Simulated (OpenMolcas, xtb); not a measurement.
How methods differ on CHF3 (trifluoromethane)

CHF3: 5 atoms, total charge 0, spin state singlet. As SMILES, `FC(F)F`. Geometry: relaxed at PBE0-D4/def2-TZVP.

```xyz
5

F    -0.6686   -0.3297    1.0792
C     0.0195    0.0564    0.0068
F     1.0474   -0.7738   -0.1575
F    -0.7726   -0.0351   -1.0594
H     0.3744    1.0822    0.1309
```

Each level gives the energy change with the C2–H5 bond stretched from 1.093 to 2.404 Å (eV). The values are calculated.

| level | kind | program | value (eV) | less CCSD(T)/def2-SVPD | CPU time (all runs) |
| --- | --- | --- | --- | --- | --- |
| GFN-FF | force field | xtb | 2.37 | -1.91 | under 2 s |
| HF/def2-SVPD (unrestricted) | Hartree–Fock | OpenMolcas | 3.94 | -0.34 | 22 s |
| SVWN5/def2-SVPD (restricted) | LDA | OpenMolcas | 4.46 | +0.18 | 40 s |
| revPBE/def2-SVPD (restricted) | GGA | OpenMolcas | 4.35 | +0.07 | 53 s |
| TPSS/def2-SVPD (restricted) | meta-GGA | OpenMolcas | 4.57 | +0.29 | 78 s |
| BHLYP/def2-SVPD (restricted) | global hybrid | OpenMolcas | 5.51 | +1.23 | 45 s |
| B2PLYP/def2-SVPD (restricted) | double hybrid | OpenMolcas | 4.91 | +0.63 | 39 s |
| MP2/def2-SVPD (restricted) | perturbation theory | OpenMolcas | 5.03 | +0.75 | 16 s |
| CCSD(T)/def2-SVPD (Cholesky decomposition) (restricted) | coupled cluster or CI | OpenMolcas | 4.28 | 0.00 | 8.2 min |

Differences are taken from CCSD(T)/def2-SVPD (Cholesky decomposition) (restricted) for orientation; it has basis-set and higher-order errors of its own. At this stretch a single reference begins to fail. The first shape isn't each level's own minimum. The values span 2.37 to 5.51 eV. Spin contamination of the reference (⟨S²⟩ at least 0.1 too high) touches HF/def2-SVPD. Times are those of the runs behind each value, whatever else they computed, on shared processors of several kinds: orders of magnitude only.

Stretching the C–H bond costs 4.28 eV with CCSD(T), and the semilocal functionals stay fairly close to this, whereas BHLYP, MP2 and B2PLYP lie well above it. As the bond opens, the σ and σ* orbitals approach each other in energy, and the electron pair should separate into one electron on hydrogen and one on the CF3 fragment. A closed-shell determinant instead retains too much ionic character, a penalty that a large share of exact exchange probably exposes, while semilocal exchange partly mimics the missing left–right correlation.

The order therefore doesn't follow the usual hierarchy of methods: revPBE comes nearer to the coupled-cluster value than either TPSS or the double hybrid. Its difference of only +0.07 eV suggests a favourable cancellation of errors at this one stretch, not a generally reliable description of bond breaking. GFN-FF, at 2.37 eV, greatly underestimates the cost relative to CCSD(T). None of these energies is a bond dissociation energy, since the separated, relaxed CF3 radical and hydrogen atom were not computed.
